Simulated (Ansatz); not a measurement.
## Cu2O (Cuprite) under changes of volume

One of the cells (12.885 Å³/atom); the others are scaled copies at fixed shape and fractional positions:

```
CELL_PARAMETERS angstrom
4.26000 0.00000 0.00000
0.00000 4.26000 0.00000
0.00000 0.00000 4.26000
ATOMIC_POSITIONS crystal
Cu 0.75000 0.25000 0.75000
Cu 0.75000 0.75000 0.25000
Cu 0.25000 0.75000 0.75000
Cu 0.25000 0.25000 0.25000
O 0.50000 0.50000 0.50000
O 0.00000 0.00000 0.00000
```

| Item | Value |
| --- | --- |
| Program | Ansatz 0.2.0 |
| Functional | RPBE |
| Dispersion | D4 |
| Potentials or basis | Ansatz PAW |
| Cutoff | 420 eV (not typed: the program's choice for these potentials) |
| k mesh | 6 × 6 × 6 |
| Occupations | fermi-dirac, width 0.05 eV |
| Spin | no spin polarisation |

```tsv
volume (Å³/atom)	energy over the lowest point (meV/atom)	pressure (GPa)	gap on the mesh (eV)
12.112	?	?	?
12.369	7.05	5.0	0.63
12.627	1.42	2.2	0.58
12.885	0.00	-0.3	0.54
13.142	2.41	-2.6	0.50
13.400	8.17	-4.5	0.46
13.658	16.89	-6.3	0.42
```

Question: What does the run at 12.112 Å³/atom give?

Answer: Energy over the lowest point 17.45 meV/atom; pressure 8.1 GPa; gap on the mesh 0.68 eV.

Worked out: A Birch-Murnaghan fit of order 3 (a polynomial in V^(-2/3)) to the other rows has its minimum at 12.85 Å³/atom with B0 = V·E''(V) = 119 GPa and B' = 5.0. It gives 17.47 meV/atom at 12.112 Å³/atom, against the run's 17.45, and -dE/dV = 8.1 GPa, against 8.1. A straight line through the other rows of the gap, of slope -2.09 eV per unit of ln V (its deformation potential), extrapolates to 0.67 eV, against the run's 0.68.

Energies are extrapolated to zero smearing.

Caveats: the PAW data sets come from PBE, with cores solved anew for the run's functional, which leaves a small shift of forces and pressure.

A mesh can miss the band edges.
